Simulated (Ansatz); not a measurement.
# KI: the cost of one run

Program: Ansatz 0.2.0. Level of theory: DFT PBEsol, frozen-core PAW, scalar-relativistic unless said. These are calculated values, not measurements.

1 further run of the same task is left out (it didn't finish).

## Step 1: The structure to begin with

It takes space group Fm-3m (No. 225, cubic). Conventional cell: a = 7.066 Å, b = 7.066 Å, c = 7.066 Å, α = 90.00°, β = 90.00°, γ = 90.00°. K (site symmetry m-3m) has 6 I at 3.53 Å as nearest neighbours. Around I (site symmetry m-3m) lie 6 K at 3.53 Å.

As a file:

```xyz
2
Lattice="0.0000 3.5328 3.5328 3.5328 0.0000 3.5328 3.5328 3.5328 0.0000" Properties=species:S:1:pos:R:3 pbc="T T T"
K     0.0000    0.0000    0.0000
I     3.5328    3.5328    3.5328
```

Cartesian axes are those of the input's lattice vectors. The structure goes back to a database entry.

## Step 2: Cell and atoms relaxed, PAW

Contents of input.yaml:

```yaml
crystal:
  lattice:
    - [0.0, 3.532775, 3.532775]
    - [3.532775, 0.0, 3.532775]
    - [3.532775, 3.532775, 0.0]
  atoms:
    - { symbol: K, position: [0.0, 0.0, 0.0] }
    - { symbol: I, position: [0.5, 0.5, 0.5] }
kpoints:
  mp_grid: { grid: [8, 8, 8] }
scf:
  occupations: { method: fermi_dirac, width: 0.1 }
hamiltonian:
  xc: pbesol
  pseudopotentials: { kind: paw }
relax:
  f_tol: 0.002
  max_steps: 80
  cell: {}
output:
  forces: true
  stress: true
```

Run with:

```
$ ansatz run input.yaml --threads 1 --pin off --max-ram 3072MiB --backend cpu --events-out ev --progress --plain --runs-dir out
```

What time and memory should one allow on 1 thread of Arm Neoverse V1, shared host?

About 8.8 s, with a peak of 0.36 GiB.
